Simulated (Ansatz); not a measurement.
Ge: how the axes shrink under pressure

Ge, P6_3/mmc, a = 3.996 Å, c = 6.603 Å. This isn't the element's structure at ambient conditions. Ansatz: r2SCAN, PAW, 500 eV, Γ-centred 12×12×6 mesh on 4 atoms, Gaussian smearing 0.01 eV; no spin polarisation. Cell and atoms are relaxed at each pressure, and no other structure is tried, so the rows at high pressure may lie past a change of phase. y = 100 ln(c/c0) with c0 = 6.6027 Å, so nearly a change in per cent. The pressures are the targets, met within 0.04 GPa.

| P (GPa) | y | 100 ln(a/a0) |
| --- | --- | --- |
| -2.0 | ? | ? |
| 0.0 | 0.00 | 0.00 |
| 2.0 | -0.82 | -0.89 |
| 5.0 | -1.95 | -2.07 |
| 10.0 | -3.52 | -3.68 |
| 20.0 | -5.86 | -6.23 |
| 40.0 | -9.05 | -9.92 |

Q: Fit y = c1 P + c2 P² to the other rows, give the linear compressibility along c, and predict the missing y.

A: Least squares on the rows shown. y = −0.3780 P + 0.003815 P². The linear compressibility along c is −c1/100 = 3.78 per TPa, against 3.94 along a from the same fit to the last column (its missing entry is 1.00): the crystal is about as stiff along both at low pressure. The runs next to zero pressure give 4.70 and 4.79, so a parabola over the whole range misstates the start. With a term in P³ added, the coefficient of P becomes -0.4292, 14 % more, which shows how far this figure hangs on the form. At P = -2.0 the fit asked for gives 0.77. The run gave 1.03, so the fit is 0.26 too low, 2.6 % of the span of the series, against an rms of 0.12 on the fitted rows. The row lies outside the fitted range. With a term in P³ added, a fit to the same known rows predicts 0.89, which recovers part of the miss; the known rows don't hold the rest. The records add, with no proof that it causes the miss: the gap is closed there and open in the run one row down.